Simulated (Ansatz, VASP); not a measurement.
# Cross-check of GaN between VASP and Ansatz, part 2 of 2

Wanted: the spread between two codes on one cell, functional and k mesh. The cell is taken from a series of runs on this material, whose earlier steps may have relaxed, scaled, displaced or heated it; both programs get it as it stands.

VASP 6.6.1 and Ansatz 0.2.0.

So far: The structure; VASP: zone-centre phonons, LDA.

### Step 3. Ansatz: zone-centre phonons, LDA

Level of this step: Ansatz beside VASP: Kohn-Sham DFT, plane waves, LDA (Ansatz).

Ansatz runs on its PAW soft_1 files.

The same cell, functional (in two slightly different forms) and mesh now go to Ansatz, which takes its cutoff from its data sets.

Input file input.yaml:

```yaml
crystal:
  lattice:
    - [0.0, 2.2437679624, 2.1830504626]
    - [2.2437679624, 0.0, 2.1830504626]
    - [2.2437679624, 2.2437679624, 0.0]
  atoms:
    - { symbol: "N", position: [0.25, 0.25, 0.25] }
    - { symbol: Ga, position: [0.0, 0.0, 0.0] }
kpoints:
  mp_grid: { grid: [12, 12, 12] }
hamiltonian:
  xc: lda
  pseudopotentials: { kind: paw, azcp: { folder: soft_1 }, xc_functional: pbe }
scf:
  occupations: { method: fixed }
output:
  eigenvalues: true
phonons:
  method: dfpt
  dielectric: true
  rigid_motions: translations
```

Run with:

```sh
> ansatz run input.yaml --threads 4 --pin off --max-ram 10240MiB --backend cpu --events-out ev --progress --plain --runs-dir out
```

Numbers of over 12 decimals in the logs are rounded to 6 here.

What it wrote:

```text
Engine: ansatz 0.2.0, aarch64-unknown-linux-gnu
Pseudopotentials: kind: paw
Pseudopotential: N, paw, valence charge 5, recommended cutoff 420 eV (normal), soft_1/N.paw.azcp
Pseudopotential: Ga, paw, valence charge 13, recommended cutoff 420 eV (normal), soft_1/Ga.paw.azcp
Functional definition: SPW92
  exchange = slater_x
  correlation = pw_c
Crystal: 2 atoms, lattice volume = 21.981 Å³
Basis set: ecut = 420 eV, 427 PW (Γ), exchange–correlation on 48×48×48 points (8 copies of the dense FFT grid, shifted against one another)
Bands: 13, of which v1, the nominal top of the filled ones, is band 9 counted from 1 (8 counted from 0)
Symmetry: 8 space group operations
k-points: 868 of 1728 (irreducible under 1 space group operation, time reversal used)
Non-local potential: N, projectors of the file, l = 0: 2, l = 1: 2, l = 2: 1
Non-local potential: Ga, projectors of the file, l = 0: 2, l = 1: 2, l = 2: 3, l = 3: 1
PAW form: soft (Blöchl's): semilocal exchange-correlation on the pseudo side does not see the compensation charge
PAW frozen core: N, regenerated for the run's functional, and the local potential with it (the file was generated under x = pbe(κ = 0.804, μ = 0.219515), c = pbe(β = 0.066725))
PAW frozen core: Ga, regenerated for the run's functional, and the local potential with it (the file was generated under x = pbe(κ = 0.804, μ = 0.219515), c = pbe(β = 0.066725))
PAW one-centre angular grid: N, 110 points (default); XC on 64 Gauss nodes
PAW one-centre angular grid: Ga, 590 points (default); XC on 64 Gauss nodes
Initial density: superposition of atomic densities (chi_scale 0.1, normalization cell, long waves kept (reshape's long-wave potential 0.00 eV rms))
Initial wavefunctions: pseudopotential atomic-orbital guess
Functional: x = slater, c = lda
SCF iter   1: F=—  HF=-4082.733986 eV  |F-HF|=—  |Δ(HF+E_count)|=         —  Δρ=1.08e-1  dr2=2.24e0  ethr=3.10e-3  ⟨swp⟩=4.0  Hψ=50072  notcnv=0  defer=1160
preconditioner: auto → none  [insulator: Δε(μ)=2.808 eV  Ē_g=19.360 eV  n_scr=8 (ndim 8)  ℏωp=33.6 eV  f_vac=0.000  ε∞_Penn≈4.0]
SCF iter   2: F=—  HF=-4082.210316 eV  |F-HF|=—  |Δ(HF+E_count)|=   5.24e-1  Δρ=5.90e-2  dr2=4.70e-1  ethr=3.10e-3  ⟨swp⟩=2.1  Hψ=27397  notcnv=0  defer=252
SCF iter   3: F=—  HF=-4082.093798 eV  |F-HF|=—  |Δ(HF+E_count)|=   1.17e-1  Δρ=1.90e-2  dr2=3.96e-2  ethr=2.61e-3  ⟨swp⟩=2.0  Hψ=15688  notcnv=0  defer=1734
SCF iter   4: F=—  HF=-4082.085935 eV  |F-HF|=—  |Δ(HF+E_count)|=   7.86e-3  Δρ=7.80e-3  dr2=5.76e-3  ethr=2.20e-4  ⟨swp⟩=2.0  Hψ=22143  notcnv=0  defer=1734
SCF iter   5: F=—  HF=-4082.083080 eV  |F-HF|=—  |Δ(HF+E_count)|=   2.85e-3  Δρ=8.90e-4  dr2=4.86e-5  ethr=3.20e-5  ⟨swp⟩=2.0  Hψ=20589  notcnv=0  defer=1736
SCF iter   6: F=—  HF=-4082.083065 eV  |F-HF|=—  |Δ(HF+E_count)|=   1.48e-5  Δρ=1.33e-4  dr2=1.81e-6  ethr=2.70e-7  ⟨swp⟩=2.0  Hψ=16618  notcnv=0  defer=116
SCF iter   7: F=—  HF=-4082.083065 eV  |F-HF|=—  |Δ(HF+E_count)|=   3.83e-7  Δρ=1.50e-5  dr2=2.31e-8  ethr=1.01e-8  ⟨swp⟩=2.6  Hψ=17728  notcnv=0
SCF iter   8: F=—  HF=-4082.083065 eV  |F-HF|=—  |Δ(HF+E_count)|=   3.87e-9  Δρ=9.33e-7  dr2=1.38e-10  ethr=1.28e-10  ⟨swp⟩=2.0  Hψ=14766  notcnv=0
SCF iter   9: F=-4082.083065 eV  HF=-4082.083065 eV  |F-HF|=4.55e-13  |Δ(HF+E_count)|=  2.27e-11  Δρ=5.21e-8  dr2=3.20e-13  ethr=1.00e-12  ⟨swp⟩=6.0  Hψ=59305  notcnv=0
SCF 1 converged in 9 iterations: F = -4082.083065 eV  dr2 = 3.20e-13
  greatest PAW one-centre occupation: 0.996 electrons in one spin orbital (limit 2), on the Ga atom at site 1 (counted from 0), in its partial waves of l = 2
NSCF: frozen V_eff on 3 k-points
DFPT response loops at Γ: preconditioner auto → none (the input reference at scf.mixing.eps_inf says where Resta's filter doesn't serve); β = 0.50; Broyden in place of MSR1
── the response to a field inside a basis, on 12×12×12 k-points: an SCF that follows is theirs, and a resumed run solves both again ──
Bands: 10, of which v1, the nominal top of the filled ones, is band 9 counted from 1 (8 counted from 0)
k-points: 468 of 1728 (irreducible under 2 space group operations, time reversal used)
Initial density: handed on by an earlier stage of this run
Initial wavefunctions: pseudopotential atomic-orbital guess (no wavefunctions were taken with the density)
Eigensolver: Dense (468 Hₖ)
SCF iter   1: F=—  HF=-4082.085412 eV  |F-HF|=—  |Δ(HF+E_count)|=         —  Δρ=5.11e-4  dr2=9.81e-6  ethr=1.00e-1
preconditioner: auto → none  [insulator: Δε(μ)=2.162 eV  Ē_g=15.445 eV  n_scr=8 (ndim 8)  ℏωp=33.6 eV  f_vac=0.000  ε∞_Penn≈5.7]
SCF iter   2: F=—  HF=-4082.085410 eV  |F-HF|=—  |Δ(HF+E_count)|=   1.19e-6  Δρ=2.79e-4  dr2=4.67e-6  ethr=5.45e-8
SCF iter   3: F=—  HF=-4082.085412 eV  |F-HF|=—  |Δ(HF+E_count)|=   1.12e-6  Δρ=1.13e-4  dr2=2.38e-6  ethr=2.59e-8
SCF iter   4: F=-4082.085411 eV  HF=-4082.085411 eV  |F-HF|=5.30e-9  |Δ(HF+E_count)|=   1.05e-6  Δρ=1.36e-5  dr2=1.52e-8  ethr=1.32e-8
SCF 1 converged in 4 iterations: F = -4082.085411 eV  dr2 = 1.52e-8
DFPT response loops at Γ: mixed as the last ones told, above
SCF converged after 9 iterations
Free energy (F): -4082.083065 eV
Harris-Foulkes:  -4082.083065 eV  (|F-HF|=4.55e-13)
Internal energy: -4082.083065 eV  (E = F + TS)
E sigma→0 (E₀):  -4082.083065 eV
Fermi energy:    9.979254 eV
--- Per-component energies (eV) ---
  E_band       = -3.374766
  E_kinetic    = 242.020963
  E_local      = -1385.375733  (includes V_loc(G=0)·N_el)
  E_nonlocal   = -51.766361
  E_hartree    = 881.597227
  E_xc         = -121.931272
  E_vxc        = -131.547847  (∫ρ·V_xc dr)
  E_paw        = -2039.344530  (= ΣΔE_a)
  E_vpaw       = -439.900886  (= ΣTr[D̂ρ^β])
  E_aug_tail   = 0.000639  (compensation charges beyond the density's cutoff)
  E_ewald      = -1609.092523
  E_core_change = 1.808525  (= ΣΔE_core)
  E_smearing   = -0.000000  (= −TS)
  E_closure    = -0.000000  (closes the sum)
  Σ components = -4082.083065   (vs F -4082.083065, Δ=0.00e0)
--- Band table (eV; the first three rows and the last of 868) ---
  k-point 0: bands = [... 5 lower, -3.3785, 9.8537, 9.8537, 9.9793, 11.8932, 20.2298, 20.3045, 20.3045]
  k-point 1: bands = [... 5 lower, -3.3802, 9.0851, 9.7689, 9.8645, 12.5142, 19.8921, 20.4048, 20.4151]
  k-point 2: bands = [... 5 lower, -3.3821, 7.5995, 9.5476, 9.6651, 13.4410, 19.2002, 20.6153, 20.7015]
  k-point 867: bands = [... 5 lower, -1.9884, 2.5128, 8.7609, 8.9684, 14.6891, 18.6978, 20.1053, 20.5553]
--- Phonons (Γ-DFPT): 4 representative perturbations + reference, on 868 of 1728 k-points (Σ response iterations 12) ---
  k mesh reduced under 1 symmetry operation, with k and −k counted as one. Each operation leaves every solved perturbation unchanged. A smaller set is not considered because the run solves the response to a homogeneous field
  ASR residual: 2.305e-5 → 0.000e0 eV/Å²; symmetrization residual: 1.953e-6 eV/Å²
  ASR residual per site (eV/Å²): 1.70e-5 2.30e-5
  Γ frequencies (cm⁻¹): 0.00 0.00 0.00 550.51 559.75 559.75
  ε∞ (high-frequency dielectric tensor):
        5.751404    -0.000000     0.000000
       -0.000000     5.751404     0.000000
        0.000000     0.000000     5.703057
  ε⁰ (static dielectric tensor: ions relaxed, cell fixed):
       10.043511    -0.000000     0.000000
       -0.000000    10.043511     0.000000
        0.000000     0.000000     9.976958
  ε⁰ − ε∞ (ionic part):
        4.292107     0.000000     0.000000
        0.000000     4.292107     0.000000
        0.000000     0.000000     4.273901
  softest optical mode at Γ: 550.51 cm⁻¹; the repairs (sum rule, projections) moved no ω² at Γ by more than (0.75 cm⁻¹)²
  Born effective charges Z* (e; rows j = field, columns β = displacement):
    site 0:
        -2.64708    0.00000    0.00000
         0.00000   -2.64708   -0.00000
         0.00000   -0.00000   -2.59783
    site 1:
         2.64708    0.00000    0.00000
         0.00000    2.64708    0.00000
         0.00000    0.00000    2.59783
  Z* charge neutrality: 4.897e-4 e pre-enforcement
  solved inside a basis spanned on kpoints, on 12×12×12 k-points, its susceptibility summed on 16×16×16: ε∞ is read to err by 1.5e-2, Z* by 1.4e-2 e (field_mesh: kpoints solves on kpoints); Z* is corrected for what the basis lacks
  optical modes at Γ without the LO–TO term, one row a degenerate level:
      ω (cm⁻¹)  modes    IR ((D/Å)²/amu)
        550.51      1            13.3488
        559.75      2            27.7195
  optical modes at Γ + LO–TO along q̂ = [1.0000, 0.0000, 0.0000]:
      ω (cm⁻¹)  modes    IR ((D/Å)²/amu)
        550.51      1            13.3488
        559.75      1            13.8598
        739.70      1            13.8598
  optical modes at Γ + LO–TO along q̂ = [0.0000, 1.0000, 0.0000]:
      ω (cm⁻¹)  modes    IR ((D/Å)²/amu)
        550.51      1            13.3488
        559.75      1            13.8598
        739.70      1            13.8598
  optical modes at Γ + LO–TO along q̂ = [0.0000, 0.0000, 1.0000]:
      ω (cm⁻¹)  modes    IR ((D/Å)²/amu)
        559.75      2            27.7195
        728.13      1            13.3488
```

### Step 4. Side by side

Known differences besides the potentials themselves: the two LDA forms differ slightly; fixed occupations in Ansatz, narrow Gaussian smearing in VASP; VASP's response is taken on the typed mesh, Ansatz refines its own for the field response alone; the cutoff is 420 eV in Ansatz and 600 eV in VASP; VASP's log shows a relativistic correction to its local exchange, Ansatz's none; VASP's log repeats an internal error in its field response. Total energies have different zeros and are not compared.

Compared:

```
                                     quantity  Ansatz   VASP  difference
                                        ε∞ xx    5.75   5.71     +0.78 %
                                        ε∞ yy    5.75   5.71     +0.78 %
                                        ε∞ zz    5.70   5.67     +0.63 %
 Born charge of N1 (mean of the diagonal) (e)   -2.63  -2.62       -0.01
Born charge of Ga2 (mean of the diagonal) (e)    2.63   2.62       +0.01
                        optical mode 1 (cm⁻¹)   550.5  555.3     -0.86 %
                   optical mode 2 to 3 (cm⁻¹)   559.8  565.0     -0.92 %
```

Modes are paired by rising frequency, not by their patterns, so a pair may set unlike modes beside each other; they are those without the splitting of longitudinal modes.

### Step 5. Results

| Quantity | Value |
| --- | --- |
| r.m.s. difference of the optical zone-centre modes, each program's sorted by frequency (zone-centre phonons, LDA) | 5.1 cm⁻¹ |
| difference in optical mode 2 to 3 (zone-centre phonons, LDA) | -0.9 % |

In words: The r.m.s. difference of the optical zone-centre modes, each program's sorted by frequency is 5.1 cm⁻¹ (zone-centre phonons, LDA). Among the rows given in per cent, the largest difference of the zone-centre phonons, LDA pair is in optical mode 2 to 3, -0.9 %. How closely two codes agree says nothing of how well the functional describes the real material.

[Lines on the potential files, build, host, timing and source positions are cut from VASP's logs without a mark.]

[Logs are printed without paths, hosts, clocks, repeated set-up lines and the standing remarks that a program may print on its own settings, such as how far it seeks lower states.]

[Hosts, paths, dates, database ids (printed as entryN), source tags and the programs' standing remarks are cut or masked in the printed files.]
